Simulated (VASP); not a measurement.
Runs of VASP 6.6.1 on Ti. It takes space group P6/mmm (No. 191, hexagonal). The conventional cell has a = 4.512 Å, b = 4.512 Å, c = 2.798 Å, α = 90.00°, β = 90.00°, γ = 120.00°. Around Ti (site symmetry 6/mmm) lie 14 Ti at 2.80 to 2.96 Å. Around Ti (site symmetry -6m2) lie 11 Ti at 2.60 to 2.96 Å. This isn't the form of Ti at room conditions, which is hcp.

```tsv
level	k mesh	cutoff (eV)	smearing	gap on the mesh (eV)	pressure (GPa)
PBEsol	12 × 12 × 14	700	gaussian 0.1 eV	none	0.0
r2SCAN	12 × 12 × 14	520	gaussian 0.1 eV	none	4.8
PBEsol	12 × 12 × 14	520	gaussian 0.5 eV	none	(a)
PBEsol	12 × 12 × 14	900	gaussian 0.1 eV	none	0.0
PBEsol	18 × 18 × 22	520	gaussian 0.1 eV	none	0.0
```

Alike in all rows: task single point; potentials or basis VASP PAW PBE potentials, release 64 (Ti_sv); no spin polarisation; cell as given.

Estimate the missing entries.

(a) 0.7.

Caveats: the PAW data sets were made with another functional, which shifts forces and pressure a little.

A gap of «none» marks a metal or a gap under the smearing width.
